## Estimating a bulk modulus from a volume

A crystal that comes out smaller ought to come out stiffer, and the obvious way to guess by how much is to treat the smaller crystal as a squeezed one. The table tests this idea on wurtzite ZnS, computed with five density functionals. The equilibrium volume V is where the energy is lowest. The bulk modulus B is the resistance to a change of volume there, and the bulk modulus slope B′ tells how fast B rises with pressure.

Wurtzite ZnS (4-atom cell), GPAW 26.7.0, PAW DFT without spin polarisation, spin–orbit coupling or a separate dispersion correction; 6 × 6 × 3 k mesh, Fermi–Dirac smearing of 0.05 eV. Fits to energies at seven volumes, 0.94 to 1.06 times that of the given cell, with shape and fractional coordinates fixed. Plane waves, except PBE on a real-space grid (0.16 Å spacing).

| functional | potentials | wave cutoff | equilibrium volume (Å³/atom) | bulk modulus (GPa) | bulk modulus slope |
| --- | --- | --- | --- | --- | --- |
| LDA | GPAW-PAW-data-sets-(gpaw-data 1.2.1),-newer-versions | 600 eV | 18.550 | 86.40 | 4.480 |
| PBE | GPAW-PAW-data-sets-(gpaw-data-1.2.1) | n/a | 20.238 | 70.80 | 3.910 |
| C09-vdW | GPAW-PAW-data-sets-(gpaw-data-1.2.1) | 600 eV | 19.753 | 74.00 | 4.690 |
| optB88-vdW | GPAW-PAW-data-sets-(gpaw-data-1.2.1) | 600 eV | 20.483 | 67.00 | 4.650 |
| vdW-DF-cx | GPAW-PAW-data-sets-(gpaw-data-1.2.1) | 600 eV | 19.929 | 71.70 | 4.700 |

The first half of the guess holds: in order of growing volume (LDA, C09-vdW, vdW-DF-cx, PBE, optB88-vdW) the modulus falls at every step. The second half fails. For one functional, 1 % of compression raises B by about B′ per cent, here 4 to 5. If we start from C09-vdW and squeeze the crystal to the LDA volume, with B taken to vary as V to the power −B′, the estimated modulus is 15 % above the one LDA gives. Changing the functional is evidently a gentler operation than applying pressure.

### What a change of functional does

To see why, hold the volume fixed. The energies of the same runs give the pressure and the modulus of each functional at the volume of the given cell, 19.60 Å³/atom. There LDA is the softest of the five, at 67 GPa, and optB88-vdW the stiffest, at 81 GPa, the reverse of the order in the table. LDA owes its high tabulated modulus to its small equilibrium volume and not to a stiffer response.

This reversal suggests a simple picture. Going from one functional to another adds an extra pressure q to the same crystal. LDA pulls the atoms together too strongly, so relative to LDA the other functionals push outward. Theory places the cause largely in exchange: gradient corrections favour uneven densities, and pulling atoms apart makes the density between them more uneven. This gain should fade as the atoms separate and their densities overlap less, so q should weaken as the volume grows. A push that weakens on expansion strengthens on compression, and therefore adds stiffness.

The same argument accounts for part of the order among the functionals. The exchange parts of C09-vdW and vdW-DF-cx respond weakly to small density gradients, which keeps their volumes below that of PBE. The three functionals with vdW in their names also contain dispersion within their correlation part; no separate dispersion correction was added to any of the five. The runs don't separate exchange from correlation, so this part rests on theory. LDA was also run with newer atomic data sets, and optB88-vdW with a setting marked as legacy; the share of either in the differences is unknown.

### From the picture to an exponent

Let q vary as V⁻ᵐ, and let the volume grow by a small fraction x when the functional changes.

1. Along the old curve, the modulus drops by the fraction B′x.
2. Along the old curve, the pressure at the new volume is −Bx. The new functional is in equilibrium there, so its extra pressure must be q = +Bx.
3. An extra pressure that varies as V⁻ᵐ contributes mq to the modulus, which gives back the fraction mx.

The net loss is (B′ − m)x. The modulus thus falls as V to the power −(B′ − m), and not −B′.

The fixed-volume data supply m. Over the four plane-wave rows, each extra GPa of outward pressure comes with about 1.87 GPa of extra modulus. The mean B′ of these rows is 4.63, so the expected exponent is 4.63 − 1.87 = 2.76. A direct fit of the tabulated moduli against the volumes of the same rows gives 2.57. The agreement checks the algebra and not the cause of the push, because both numbers come from the same energy curves. The values of B′ are also not equally firm. The energy fit leaves a residual of 2.7 × 10⁻⁷ eV/atom for LDA but about 1.5 × 10⁻⁵ eV/atom for the three vdW functionals. Their B′ is therefore expected to be less well fixed, above all for optB88-vdW, whose minimum lies near the end of the computed volumes.

### The rule at work

Rounded for use by hand, the rule reads: **for each 1 % by which the volume exceeds that of a known row, take 2.6 % off the bulk modulus; for each 1 % below it, add 2.6 %.** C09-vdW serves as the known row, because its volume lies near the middle of the series and keeps the steps short. The choice matters for a straight-line rule: started from LDA, it gives 63.0 GPa for optB88-vdW, 6 % below the computed value.

For LDA:

- volume: 18.550 / 19.753 = 0.939, or 6.09 % smaller
- modulus: 2.6 × 6.09 % ≈ 15.8 % larger
- estimate: 74.0 GPa × 1.158 ≈ 85.7 GPa; the calculation gave 86.4 GPa

For optB88-vdW:

- volume: 20.483 / 19.753 = 1.037, or 3.7 % larger
- modulus: 2.6 × 3.7 % ≈ 9.6 % smaller
- estimate: 74.0 GPa × 0.904 ≈ 66.9 GPa; the calculation gave 67.0 GPa

Both rows helped to set the exponent, so their close agreement shows that one number can describe the series, not that it predicts new cases. The only row kept out of the fit is PBE, which was run on a real-space grid and carries a warning of grid errors. The rule puts it about 2 % below its computed modulus, the largest miss in the table. At the common volume PBE lies on the line of the plane-wave rows (79.73 GPa against 79.31 GPa), so the miss goes with its low B′, which lets the modulus fall too slowly on the way to its larger volume. Whether the grid or the functional causes that can't be told from a single run. The low PBE value of B′ shouldn't be read as physics for the same reason.

### How far it carries

The exponent is not quite the same on both sides of the known row. It is about 2.5 towards LDA and 2.7 towards optB88-vdW. Over the short step to vdW-DF-cx it is about 3.6, and the rule stays within 1 % there only because the volume changes so little. The 2.6 is an average over the series, not a constant of every pair. Another functional whose volume for this cell falls between these two ends should follow the trend, provided that it too differs mainly by a push that fades on expansion. Beyond the ends the straight-line rule has no support here.

A neighbouring series, the same crystal under pressure with one functional, needs a different number. There no extra push enters, m drops out, and the full B′ applies: about 4.7 % of modulus for each 1 % of volume with C09-vdW. Simple ionic scaling, meant for compounds of the same structure and ionic charges, has the exponent 4/3. Here it is too shallow for LDA and optB88-vdW, which it misses by 5 to 7 %, although it happens to suit PBE slightly better than the rule does. The output printed after this section compares the three exponents row by row.

The moduli belong to a cell that changes size but keeps its shape and its internal coordinates, so a fully relaxed crystal may respond somewhat differently. Within that setting, the practical procedure is to ask first why two volumes differ. If the functional changed, use 2.6 % of modulus for each 1 % of volume; if the crystal was squeezed, use B′.

Numerical output:

```
fit of lnB on 4 rows (pw): constant 11.96 +/- 0.19, coefficient of lnV -2.567 +/- 0.063; rms 0.00325, worst C09-vdW -0.00535, leave-one-out rms 0.00662
  rows outside the fit (model, value, miss): PBE 4.236, 4.26, -0.0234
Hand rule from the C09-vdW anchor:
         row  volume change %  modulus change by rule %  rule GPa  rule miss %  exponent 4/3 miss %  exponent B' miss %
         LDA            -6.09                     15.83     85.72      -0.7898               -6.867                  15
         PBE            2.455                    -6.384     69.28       -2.153                1.193              -6.719
     C09-vdW                0                         0        74            0                    0                   0
  optB88-vdW            3.696                    -9.609     66.89      -0.1648                5.231              -6.838
   vdW-DF-cx            0.891                    -2.317     72.29       0.8169                1.994             -0.9979
Exponent between LDA and C09-vdW alone: 2.466
Exponent between C09-vdW and optB88-vdW alone: 2.738
Largest miss of the hand rule over all rows, %: 2.153
All functionals at the given cell volume:
         row  pressure GPa  modulus GPa
         LDA        -4.192        67.08
         PBE         2.431        79.73
     C09-vdW        0.6028        75.81
  optB88-vdW          3.29        81.33
   vdW-DF-cx         1.257        76.63
fit of Bfix on 4 rows (pw): constant 74.76 +/- 0.23, coefficient of pfix 1.871 +/- 0.085; rms 0.331, worst vdW-DF-cx 0.488, leave-one-out rms 1.01
  rows outside the fit (model, value, miss): PBE 79.31, 79.73, -0.421
Mean bulk modulus slope B' of the plane-wave rows: 4.63
Exponent expected to first order, B' less m: 2.759
```
